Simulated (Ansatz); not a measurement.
Al:

```
Al
1.0
    -1.59122    1.59122    1.59122
     1.59122   -1.59122    1.59122
     1.59122    1.59122   -1.59122
Al
1
Direct
  0.00000 0.00000 0.00000
```

This isn't the form of Al at room conditions, which is fcc.

| Quantity | Value |
| --- | --- |
| Program | Ansatz 0.2.0 |
| Task | single point |
| Functional | PBE |
| Potentials or basis | Ansatz PAW |
| Cutoff | 420 eV (not typed: the program's choice for these potentials) |
| k mesh | 12 × 12 × 12 |
| Occupations | fermi-dirac, width 0.05 eV |
| Spin | no spin polarisation |

On this cell: pressure 3.8 GPa; band gap on the k mesh none (metal or under the smearing width).

The same run follows on a disturbed copy (cell strained at random at fixed volume):

```
CELL_PARAMETERS angstrom
-1.69895 1.56431 1.60080
1.63095 -1.58291 1.55140
1.66037 1.54432 -1.61940
ATOMIC_POSITIONS crystal
Al 0.99931 0.01239 0.00585
```

Q: What does the disturbed cell give?

A: The energy (extrapolated to zero smearing) moves by +1.5 meV/atom; pressure 3.9 GPa; band gap on the k mesh none (metal or under the smearing width).

Stress tensor (GPa, compression positive):
```
5.05 0.46 1.40
0.46 3.36 0.59
1.40 0.59 3.39
```
